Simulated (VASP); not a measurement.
# TePb (Fm-3m) in VASP: further runs

The runs below take TePb through single point, with PBE.

All numbers are computed with VASP 6.6.1; they aren't measurements. Logs are shortened: lines on timing, memory, paths and dates and some standing lists are left out, and cuts for length are marked.

### Step 1. Starting point

Symmetry: Fm-3m, No. 225, cubic system. Conventional cell: a = 6.462 Å, b = 6.462 Å, c = 6.462 Å, α = 90.00°, β = 90.00°, γ = 90.00°. Pb (site symmetry m-3m) has 6 Te at 3.23 Å as nearest neighbours. Te (site symmetry m-3m) has 6 Pb at 3.23 Å as nearest neighbours.

### Step 2. Single point, PBE

INCAR reads:

```
SYSTEM = TePb
ADDGRID = .True.
ALGO = Normal
EDIFF = 1E-7
ENCUT = 460
GGA = PE
ISIF = 2
ISMEAR = 0
LASPH = .True.
LCHARG = .False.
LREAL = .False.
LWAVE = .False.
NELM = 100
PREC = Accurate
SIGMA = 0.05
```

KPOINTS reads:

```
k-points
0
Gamma
  5 5 5
  0 0 0
```

POSCAR reads:

```
TePb
1.0
    0.0000000000      3.2310000000      3.2310000000
    3.2310000000      0.0000000000      3.2310000000
    3.2310000000      3.2310000000      0.0000000000
Pb Te
1 1
Direct
   -0.0068530000      0.0005720000     -0.0056850000
    0.5279490000      0.4690950000      0.5208160000
```

Potentials or basis: VASP PAW PBE potentials, release 64 (Pb_d, Te).

On the command line:

```
$ cat potpaw_PBE.64/Pb_d/POTCAR potpaw_PBE.64/Te/POTCAR > POTCAR
$ mpirun -np 1 vasp_std > vasp.out
```

OUTCAR:

```text
SYSTEM = TePb
   EDIFF = 1E-7
   ENCUT = 460
   GGA = PE
   ISIF = 2
   ISMEAR = 0
   LASPH = .True.
   LREAL = .False.
   NELM = 100
   PREC = Accurate

 Found     63 irreducible k-points:

 Following reciprocal coordinates:
            Coordinates               Weight
  0.000000  0.000000  0.000000      1.000000
  0.200000  0.000000  0.000000      2.000000
  0.000000  0.200000  0.000000      2.000000
  0.000000  0.000000  0.200000      2.000000
  0.200000  0.200000  0.200000      2.000000
  0.400000  0.000000  0.000000      2.000000
   k-points           NKPTS =     63   k-points in BZ     NKDIM =     63   number of bands    NBANDS=     14
   number of dos      NEDOS =    301   number of ions     NIONS =      2
   total plane-waves  NPLWV =  32768
   dimension x,y,z NGX =    32 NGY =   32 NGZ =   32
   dimension x,y,z NGXF=    64 NGYF=   64 NGZF=   64
   ions per type =               1   1
   NGX,Y,Z   is equivalent  to a cutoff of  11.64, 11.64, 11.64 a.u.
   NGXF,Y,Z  is equivalent  to a cutoff of  23.29, 23.29, 23.29 a.u.
 SYSTEM =  TePb
   PREC   = accura    normal or accurate (medium, high low for compatibility)
   ISTART =      0    job   : 0-new  1-cont  2-samecut
   ICHARG =      2    charge: 1-file 2-atom 10-const
   ISPIN  =      1    spin polarized calculation?
   LNONCOLLINEAR =      F non collinear calculations
   LSORBIT =      F    spin-orbit coupling
   LASPH  =      T    aspherical Exc in radial PAW
   ENCUT  =  460.0 eV  33.81 Ry    5.81 a.u.   7.99  7.99  7.99*2*pi/ulx,y,z
   NELM   =    100;   NELMIN=  2; NELMDL= -5     # of ELM steps
   EDIFF  = 0.1E-06   stopping-criterion for ELM
   LREAL  =      F    real-space projection
   EDIFFG = 0.1E-05   stopping-criterion for IOM
   NSW    =      0    number of steps for IOM
   IBRION =     -1    ionic relax: 0-MD 1-quasi-New 2-CG
   NFREE  =      0    steps in history (QN), initial steepest desc. (CG)
   ISIF   =      2    stress and relaxation
   ISYM   =      2    0-nonsym 1-usesym 2-fastsym
   POTIM  = 0.5000    time-step for ionic-motion
   TEBEG  =    0.0;   TEEND  =   0.0 temperature during run
   PSTRESS=    0.0 pullay stress
   NELECT =      20.0000    total number of electrons
   NUPDOWN=      -1.0000    fix difference up-down
   EMIN   =  10.00;   EMAX   =-10.00  energy-range for DOS
   EFERMI =   0.00;   METHOD = LEGACY
   ISMEAR =     0;   SIGMA  =   0.05  broadening in eV -4-tet -1-fermi 0-gaus
   EFERMI_NEDOS =   21; number of points for ismear=-14 and -15
   IALGO  =     38    algorithm
   IMIX   =      4    mixing-type and parameters
     AMIX     =   0.40;   BMIX     =  1.00
     AMIX_MAG =   1.60;   BMIX_MAG =  1.00
  volume/ion in A,a.u.               =      33.73       227.62
  Fermi-wavevector in a.u.,A,eV,Ry     =   1.091619  2.062861 16.213147  1.191633
  Thomas-Fermi vector in A             =   2.227868
   LORBIT       =      0    0 simple, 1 ext, 2 COOP (PROOUT), +10 PAW based schemes
   GGA     = PE    functional components
   LHFCALC =     F    Hartree Fock is set to
   AEXX    =    0.0000 exact exchange contribution
   IVDW    =     0    specifies the selected vdW correction
   LEPSILON=     F    determine dielectric tensor
   LRPA    =     F    only Hartree local field effects (RPA)
 non-spin polarized calculation
 Gauss-broadening in eV      SIGMA  =   0.05
  energy-cutoff  :      460.00
  volume of cell :       67.46
 maximum number of plane-waves:      1524
   NGX = 15   NGY = 15   NGZ = 15

 number of electron      20.0000000 magnetization

 Free energy of the ion-electron system (eV)
  ---------------------------------------------------
  ext. energy  EPLUGINS =         0.00000000
  ---------------------------------------------------
  free energy    TOTEN  =        -7.48941682 eV

  energy without entropy =       -7.48941682  energy(sigma->0) =       -7.48941682

 E-fermi :   5.7540     XC(G=0):  -9.2937

 val. band max:        5.4872101270   @ k =   0.2000   0.0000  -0.2000
 cond. band min:       6.7219438111   @ k =   0.0000   0.0000   0.4000
 fundamental gap:      1.2347336841
 Fermi energy:         5.7540091008

 k-point     1 :       0.0000    0.0000    0.0000
  band No.  band energies     occupation
      1     -11.0734      2.00000
      2     -11.0734      2.00000
      3     -11.0645      2.00000
      4     -11.0588      2.00000
      5     -11.0587      2.00000
      6      -6.4355      2.00000
      7       0.0627      2.00000
      8       4.2089      2.00000
      9       4.3026      2.00000
     10       4.3043      2.00000
     11       9.4996      0.00000
     12       9.5026      0.00000
     13       9.7749      0.00000
     14      11.4234      0.00000

 k-point     2 :       0.2000    0.0000    0.0000
  band No.  band energies     occupation
      1     -11.0787      2.00000
      2     -11.0778      2.00000
      3     -11.0616      2.00000
      4     -11.0551      2.00000
      5     -11.0533      2.00000
      6      -6.1003      2.00000
      7      -0.9311      2.00000
      8       4.3026      2.00000
      9       4.3941      2.00000
     10       4.7902      2.00000
     11       8.1503      0.00000
     12       8.4277      0.00000
     13       8.6220      0.00000
     14      11.3464      0.00000
[... 37 lines left out ...]
      1     -11.0788      2.00000
      2     -11.0778      2.00000
      3     -11.0614      2.00000
      4     -11.0553      2.00000
      5     -11.0533      2.00000
      6      -6.0988      2.00000
      7      -0.9365      2.00000
      8       4.3079      2.00000
      9       4.3929      2.00000
     10       4.7894      2.00000
     11       8.1481      0.00000
     12       8.4353      0.00000
     13       8.6289      0.00000
     14      11.3401      0.00000

 k-point     6 :       0.4000    0.0000    0.0000
  band No.  band energies     occupation
      1     -11.0882      2.00000
      2     -11.0861      2.00000
      3     -11.0596      2.00000
      4     -11.0460      2.00000
      5     -11.0432      2.00000
      6      -5.2718      2.00000
      7      -2.5491      2.00000
      8       4.5127      2.00000
      9       4.6441      2.00000
     10       5.3852      2.00000
     11       6.7403      0.00000
     12       7.1315      0.00000
     13       7.3057      0.00000
     14      12.9169      0.00000

 [... further k-points ...]

------------------------ aborting loop because EDIFF is reached ----------------------------------------

  FORCE on cell =-STRESS in cart. coord.  units (eV):
  Direction    XX          YY          ZZ          XY          YZ          ZX
  --------------------------------------------------------------------------------------
  -------------------------------------------------------------------------------------
  Total        0.8661581      1.5275863      0.8637603     -0.0064454      0.0042997     -0.0003903
  in kB       20.5715448     36.2806842     20.5145945     -0.1530799      0.1021195     -0.0092701
  external PRESSURE =      25.7889412 kB  Pullay stress =       0.0000000 kB

 VOLUME and BASIS-vectors are now :
 -----------------------------------------------------------------------------
  energy-cutoff  :      460.00
  volume of cell :       67.46
      direct lattice vectors                 reciprocal lattice vectors
     0.000000000  3.231000000  3.231000000    -0.154750851  0.154750851  0.154750851
     3.231000000  0.000000000  3.231000000     0.154750851 -0.154750851  0.154750851
     3.231000000  3.231000000  0.000000000     0.154750851  0.154750851 -0.154750851

 POSITION                                       TOTAL-FORCE (eV/Angst)
 -----------------------------------------------------------------------------------
      3.21448      6.42149      3.21071        -0.010818      0.200612      0.007219
      3.19840      3.38856      3.22145         0.010818     -0.200612     -0.007219
 -----------------------------------------------------------------------------------
    total drift:                                0.000019     -0.000130     -0.000009

  FREE ENERGIE OF THE ION-ELECTRON SYSTEM (eV)
  ---------------------------------------------------
  free  energy   TOTEN  =        -7.4894168204 eV

  energy  without entropy=       -7.4894168204  energy(sigma->0) =       -7.48941682
```

OSZICAR:

```text
N       E                     dE             d eps       ncg     rms          rms(c)
DAV:   1     0.146476646639E+03    0.14648E+03   -0.86366E+03  1764   0.126E+03
DAV:   2     0.301864522451E+01   -0.14346E+03   -0.14040E+03  1854   0.324E+02
DAV:   3    -0.733942833835E+01   -0.10358E+02   -0.10268E+02  2352   0.954E+01
DAV:   4    -0.759408719713E+01   -0.25466E+00   -0.25454E+00  2146   0.183E+01
DAV:   5    -0.760198301901E+01   -0.78958E-02   -0.78957E-02  2396   0.271E+00    0.355E+00
DAV:   6    -0.749062896245E+01    0.11135E+00   -0.26975E-01  2316   0.426E+00    0.223E+00
DAV:   7    -0.748787445291E+01    0.27545E-02   -0.84611E-02  2222   0.169E+00    0.938E-01
DAV:   8    -0.748932205928E+01   -0.14476E-02   -0.93011E-03  2076   0.110E+00    0.161E-01
DAV:   9    -0.748937016785E+01   -0.48109E-04   -0.90984E-04  2670   0.344E-01    0.525E-02
DAV:  10    -0.748940798486E+01   -0.37817E-04   -0.11127E-04  1788   0.846E-02    0.233E-02
DAV:  11    -0.748941705003E+01   -0.90652E-05   -0.27556E-05  2176   0.439E-02    0.126E-02
DAV:  12    -0.748941701619E+01    0.33843E-07   -0.16845E-06  2256   0.112E-02    0.687E-03
DAV:  13    -0.748941668969E+01    0.32650E-06   -0.43277E-07  2016   0.474E-03    0.186E-03
DAV:  14    -0.748941679063E+01   -0.10094E-06   -0.43016E-08  1104   0.248E-03    0.310E-04
DAV:  15    -0.748941682039E+01   -0.29768E-07   -0.21534E-08   918   0.936E-04
   1 F= -.74894168E+01 E0= -.74894168E+01  d E =-.374551E-15
```

It took 38 s on 1 thread of Intel Xeon Platinum 8488C (Sapphire Rapids), shared host; peak memory 0.29 GiB.

The run converged, but some of its settings lie outside the range that counts as converged, so its numbers aren't taken as properties of the crystal.

Results:

- Free energy: -7.4894 eV
- Pressure: 2.6 GPa
- Largest force: 0.201 eV/Å
- Band gap on the k mesh: 1.23 eV, indirect (least direct gap 1.31 eV)

Caveat: spin-orbit coupling is left out, which as a rule narrows the gap of such compounds by several tenths of an eV; an odd mesh through Γ misses points on the zone boundary, where band edges often lie.

(Part 1 of 2 ends here.)
